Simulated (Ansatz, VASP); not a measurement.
Two plane-wave programs on Pd

Contents of INCAR:

```
PREC     = Accurate       # precision mode
ENCUT    = 520            # plane-wave cutoff, eV
EDIFF    = 1E-6           # SCF threshold, eV
ISMEAR   = -1             # smearing method
SIGMA    = 0.1            # smearing width, eV
LREAL    = F              # projectors in reciprocal space
LASPH    = T              # aspherical terms in the spheres
NELM     = 100            # most SCF steps
ALGO     = Normal         # electronic algorithm
ISIF     = 2              # what is computed and relaxed
LWAVE    = F              # write WAVECAR
LCHARG   = T              # write CHGCAR
LELF     = T              # ELF
LVHAR    = T            
NBANDS   = 11             # bands
```

The input KPOINTS:

```
regular mesh
0
Gamma
  16 16 16
```

Contents of POSCAR:

```
Pd
1.0
   -1.5485090511      1.5485090511      1.5485090511
    1.5485090511     -1.5485090511      1.5485090511
    1.5485090511      1.5485090511     -1.5485090511
Pd
1
Direct
    0.0000000000      0.0000000000      0.0000000000
```

Input for Ansatz:

```yaml
crystal:
  lattice:
    - [-1.5485090511, 1.5485090511, 1.5485090511]
    - [1.5485090511, -1.5485090511, 1.5485090511]
    - [1.5485090511, 1.5485090511, -1.5485090511]
  atoms:
    - { symbol: Pd, position: [0.0, 0.0, 0.0] }
hamiltonian:
  xc: lda
  pseudopotentials:
    kind: paw
    azcp:
      Pd: "pseudopotentials/Pd.paw.azcp"
basis:
  ecutwfc: 420
  fft_grid_basis: typed
kpoints:
  mp_grid: { grid: [16, 16, 16], shift: [0, 0, 0] }
magnetization:
  spin_polarized: false
scf:
  occupations: { method: fermi_dirac, width: 0.1 }
  lower_state_search: "off"
output:
  stress: true
```

Alike in both runs: task single point; functional LDA; k mesh 16 × 16 × 16; occupations fermi-dirac, width 0.1 eV; no spin polarisation.

|  | VASP | Ansatz |
| --- | --- | --- |
| version | VASP 6.6.1 | Ansatz 0.2.0 |
| potentials or method | VASP PAW LDA potentials, release 64 (Pd) | plane waves (420 eV) with PAW, scalar-relativistic |
| plane-wave cutoff (eV) | 520 | 420 |
| valence electrons in the cell | 10 | 18 |

|  | VASP | Ansatz | Ansatz less VASP |
| --- | --- | --- | --- |
| pressure (GPa) | -7.6 | -7.8 | -0.21 |

The two sets of potentials don't hold the same shells in valence. Ansatz warned: «pseudo_functional_mismatch».
